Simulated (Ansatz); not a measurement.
## CuO in Ansatz: the effect of functional

Crystal: CuO.

```
Cu O
1.0
     3.17550    0.00000    0.00000
     0.00000    3.17550    0.00000
     0.00000    0.00000    4.64953
Cu O
2 2
Direct
  0.00000 0.00000 0.00000
  0.50000 0.50000 0.00000
  0.50000 0.00000 0.26700
  0.00000 0.50000 0.73300
```

The cell was built by a generator and needn't be a form met in nature.

Alike in all runs:

```yaml
Program: Ansatz 0.2.0
Potentials_or_basis: Ansatz PAW
k_mesh: 5 × 5 × 4
Occupations: fermi-dirac, width 0.05 eV
Spin: no spin polarisation
```

| functional | cutoff | pressure (GPa) | largest force (eV/Å) |
| --- | --- | --- | --- |
| LDA | 420 eV (not typed: the program's choice for these potentials) | 3.9 | 1.69 |
| PBEsol | 420 eV (not typed: the program's choice for these potentials) | 9.9 | 1.31 |
| RPBE | 420 eV (not typed: the program's choice for these potentials) | 21.5 | 0.67 |
| revPBE | 420 eV (not typed: the program's choice for these potentials) | 20.3 | 0.74 |
| BLYP | 420 eV (not typed: the program's choice for these potentials) | 22.4 | 0.60 |
| r2SCAN | 500 eV (not typed: the program's choice for these potentials) | ? | ? |
| HSE06 | 420 eV (not typed: the program's choice for these potentials) | 11.0 | 1.81 |
| PBE0 | 420 eV (not typed: the program's choice for these potentials) | 10.8 | 1.87 |
| r2SCAN0 | 500 eV (not typed: the program's choice for these potentials) | 7.0 | 2.17 |

Q: What does the run with functional r2SCAN give?

A: Pressure 10.3 GPa; largest force 1.46 eV/Å.

Caveats: all runs use coarse meshes; the run has no spin polarisation, though such a crystal can be magnetic; the PAW data sets come from PBE, with cores solved anew for the run's functional, which leaves a small shift of forces and pressure; forces of over 1 eV/Å show positions far from the minimum, so gaps and moduli don't describe the material at rest (some runs); the thresholds are loose for stress (some runs).

Runs at the PBE level aren't shown here.
